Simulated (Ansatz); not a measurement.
Level of theory: Ansatz, DFT PBE, scalar-relativistic, plane waves, PAW. All cells share a 420 eV cutoff and Γ-centred k meshes spaced at most about 0.3 Å⁻¹ (about 0.25 or finer for metals, 2π included). No spin polarisation in the final relaxations.

Temperature and zero-point effects are left out.

Compare these two cells of Si₂Ge, each relaxed at this level.

A. Space group Cmmm (No. 65), orthorhombic, a = 2.703 Å, b = 14.415 Å, c = 2.541 Å. Si has 6 Si at 2.54–2.70 Å and 2 Ge at 2.83 Å; around Ge lie 2 Ge at 2.54 Å, 2 Ge at 2.70 Å and 4 Si at 2.83 Å.

B. Space group P-62m (No. 189), hexagonal, a = 4.845 Å, c = 4.817 Å. Si on a site of symmetry m2m is surrounded by 2 Si at 2.68 Å, 6 Si at 2.86 Å and 4 Ge at 2.92 Å; Si on a site of symmetry -62m has 6 Ge at 2.80 Å and 6 Si at 2.86 Å; around Ge lie 9 Si at 2.80–2.92 Å and 3 Ge at 2.80 Å.

Question: Which is lower in energy, and by how much?

Answer: A is lower, by 193 meV/atom. A has space group Cmmm (No. 65), 16.5 Å³/atom and no gap on its mesh; B has Si and Ge ordered on hcp sites, space group P-62m (No. 189), 16.3 Å³/atom and no gap. Counting Ge atoms around Si (those within 1.25 times the shortest such distance or 1.15 times the sum of covalent radii; the shortest distance is added where it exceeds 1.18 times the sum of covalent radii; a slash parts the counts of unlike sites), A has Si 2 from 2.8 Å and B has Si 4 from 2.9 Å/6 from 2.8 Å. Even the lower one lies +0.33 eV/atom against the reference forms of the elements (uncorrected), so neither is stable at this level. Both come from invented guesses. A third cell relaxed alike, in P-3m1, lies 0.32 eV/atom below the lower of the two.

Cells relaxed within their symmetry can be saddle points.

The preference for A probably reflects how much directional bonding survives in each cell. Silicon and germanium favour open tetrahedral networks, in which sp³ hybrids fill bonding states and leave a gap. Both cells give this up for dense, metallic packing, but A keeps shorter contacts, down to 2.54 Å, whereas B spreads its electrons over many longer ones. A's cell dimensions suggest a slightly distorted simple hexagonal stacking, so the order matches that of compressed silicon, where simple hexagonal packing appears before hcp.

The energy above the elements is mainly a cost of structure, not of mixing: the P-3m1 cell has the same composition and recovers nearly all of it. With elements so alike in size and electronegativity, ordering brings little ionic gain, in keeping with the nearly ideal solid solution Si and Ge are known to form. The result therefore counts against these two packings, not against Si–Ge alloying. Since the volumes are so close, moderate pressure would probably do little to reverse the order of A and B.
